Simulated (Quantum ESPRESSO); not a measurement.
Crystal: TiC.

```
Ti C
1.0
     0.00000    2.16572    2.16572
     2.16572    0.00000    2.16572
     2.16572    2.16572    0.00000
Ti C
1 1
Direct
  0.00000 0.00000 0.00000
  0.50000 0.50000 0.50000
```

The cell is a database's computed one.

Base run:

| Property | Result |
| --- | --- |
| Program | Quantum ESPRESSO 7.5 |
| Functional | PBEsol |
| Potentials or basis | PseudoDojo 0.4.1 SR PBEsol standard |
| Cutoff | 1143 eV |
| Density cutoff | 4572 eV |
| k mesh | 11 × 11 × 11 |
| Occupations | fermi-dirac, width 0.05 eV |
| Spin | no spin polarisation |

Its results: band gap on the k mesh none (metal or under the smearing width); pressure -6.5 GPa.

The run is repeated on the same cell with these changes: functional from PBEsol to LDA; potentials or basis from PseudoDojo 0.4.1 SR PBEsol standard to GBRV 1.5 LDA; cutoff from 1143 eV to 612 eV; density cutoff from 4572 eV to 4898 eV. What comes out?

Band gap on the k mesh none (metal or under the smearing width); pressure -12.4 GPa.

Not every run made on this cell is shown here.
